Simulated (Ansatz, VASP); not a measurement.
# One calculation of MgS, two programs

File INCAR:

```
  ALGO = Normal
  EDIFF = 1E-6
  ENCUT = 520
  GGA = PS
  ISIF = 2
  ISMEAR = 0
  LASPH = T
  LCHARG = F
  LREAL = F
  LWAVE = F
  NBANDS = 11
  NELM = 100
  PREC = Accurate
  SIGMA = 0.05
```

The input KPOINTS:

```
k-points
0
Gamma
  8 8 8
```

The input POSCAR:

```
MgS
1.0
    0.0000000000      2.6016500000      2.6016500000
    2.6016500000      0.0000000000      2.6016500000
    2.6016500000      2.6016500000      0.0000000000
Mg S
1 1
Direct
    0.0000000000      0.0000000000      0.0000000000
    0.4855860704      0.4855860704      0.5144139296
```

Input for Ansatz:

```yaml
crystal:
  lattice:
    - [0.0, 2.60165, 2.60165]
    - [2.60165, 0.0, 2.60165]
    - [2.60165, 2.60165, 0.0]
  atoms:
    - { symbol: Mg, position: [0.0, 0.0, 0.0] }
    - { symbol: S, position: [0.4855860704, 0.4855860704, 0.5144139296] }
basis:
  ecutwfc: 420
kpoints:
  mp_grid: { grid: [8, 8, 8] }
hamiltonian:
  xc: pbesol
scf:
  occupations: { method: gaussian, width: 0.05 }
output:
  forces: true
  stress: true
  eigenvalues: true
```

Change from the starting cell: all S atoms moved +0.075 Å, as atom 2 towards its neighbour atom 1 (Mg) at 2.602 Å.

Alike in both runs: task single point; functional PBEsol; k mesh 8 × 8 × 8; occupations gaussian, width 0.05 eV; no spin polarisation.

```csv
,VASP,Ansatz
version,VASP 6.6.1,Ansatz 0.2.0
potentials or method,"VASP PAW PBE potentials, release 64 (Mg, S)","scalar-relativistic, plane waves, PAW"
plane-wave cutoff (eV),520,420
valence electrons in the cell,8,16
```

```tsv
	VASP	Ansatz	Ansatz less VASP
gap on the k mesh at the Fermi level (eV)	2.71	2.70	-0.002
least direct gap on the mesh (eV)	3.59	3.59	+0.001
pressure (GPa)	-1.0	-0.7	+0.20
largest component of the traceless stress (GPa)	0.46	0.46	-0.001
rms of the force components (eV/Å)	0.125	0.125	-0.0002
```

Atom by atom the forces differ by 0.000 eV/Å (rms over components). The two sets of potentials don't hold the same shells in valence.

Caveats: the PAW data sets were made with another functional, which shifts forces and pressure a little (VASP). A k mesh can miss the band edges.
